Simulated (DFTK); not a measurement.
The system is Sb.

```
Sb
1.0
     4.50666    0.00000    0.00000
     2.44723    3.78432    0.00000
     2.44723    1.33179    3.54223
Sb
2
Cartesian
  7.2061 3.9215 2.7152
  2.1951 1.1946 0.8271
```

Base run:

```yaml
Program: DFTK 0.8.2
Functional: PBE
Potentials_or_basis: SG15 1.2 (PBE)
Cutoff: 1225 eV
k_mesh: 6 × 6 × 6
Occupations: fermi-dirac, width 0.05 eV
Spin: no spin polarisation
```

Its results: band gap on the k mesh none (metal or under the smearing width); pressure 2.8 GPa; largest force 0.097 eV/Å.

Task: The run is repeated on the same cell with these changes: potentials or basis from SG15 1.2 (PBE) to in-house norm-conserving set (PBE, scalar relativistic); cutoff from 1225 eV to 1088 eV; k mesh from 6 × 6 × 6 to 5 × 5 × 5. What comes out?

Result: Band gap on the k mesh 0.38 eV, indirect (least direct gap 0.71 eV); pressure 2.6 GPa; largest force 0.043 eV/Å.

Caveats: spin-orbit coupling is left out, which moves the levels of the heavy elements; the mesh misses the band edges, which the band path finds closer together (some runs).
